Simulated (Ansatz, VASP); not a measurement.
This is a calculation of Te for VASP 6.6.1.

Contents of INCAR:

```
ALGO = Normal ; EDIFF = 1E-7
ENCUT = 520 ; GGA = PE
ISIF = 2 ; ISMEAR = -1
LASPH = True ; LCHARG = False
LREAL = False ; LWAVE = False
NBANDS = 13 ; NELM = 60
PREC = Accurate ; SIGMA = 0.05
```

KPOINTS

```
k-points
0
Gamma
  10 10 10
```

File POSCAR:

```
Te
1.0
   -2.9967142359      3.9269710600      1.5553545853
    2.9967142359     -3.9269710600      1.5553545853
    2.9967142359      3.9269710600     -1.5553545853
Te
2
Direct
    0.0009290200      0.7509290200      0.2500000000
    0.9990709800      0.2490709800      0.7500000000
```

Potentials or basis: VASP PAW PBE potentials, release 64 (Te).

The run is started by

```sh
$ cat potpaw_PBE.64/Te/POTCAR > POTCAR
$ mpirun -np 1 vasp_std > vasp.out
```

Task: Set up the same calculation for Ansatz 0.2.0. Potentials there: Ansatz PAW.

Result: As run (the cutoff follows the program's own potentials):

Contents of input.yaml:

```yaml
crystal:
  lattice:
    - [-2.9967142359, 3.92697106, 1.5553545853]
    - [2.9967142359, -3.92697106, 1.5553545853]
    - [2.9967142359, 3.92697106, -1.5553545853]
  atoms:
    - { symbol: Te, position: [0.00092902, 0.75092902, 0.25] }
    - { symbol: Te, position: [0.99907098, 0.24907098, 0.75] }
hamiltonian:
  xc: pbe
  pseudopotentials: { kind: paw }
kpoints:
  mp_grid: { grid: [10, 10, 10] }
scf:
  occupations: { method: fermi_dirac, width: 0.05 }
output:
  forces: true
  stress: true
  eigenvalues: true
```

Potentials or basis: Ansatz PAW.

Run with:

```console
$ ansatz run input.yaml --threads 2 --pin off --max-ram 5120MiB --backend cpu --events-out ev --progress --plain --runs-dir out
```

Both were run:

|  | VASP | Ansatz | Ansatz less VASP |
| --- | --- | --- | --- |
| gap on the k mesh at the Fermi level (eV) | none | none | - |
| pressure (GPa) | -1.0 | -0.9 | +0.04 |
| largest component of the traceless stress (GPa) | 1.05 | 1.03 | -0.019 |

A gap of «none» marks a metal or a gap that the smearing closes. The two sets of potentials don't hold the same shells in valence.

Caveats: this functional lacks dispersion, which binds the layers, so the pressure and a relaxed spacing across them are unreliable. Spin-orbit coupling is left out, which matters for the levels of Te.
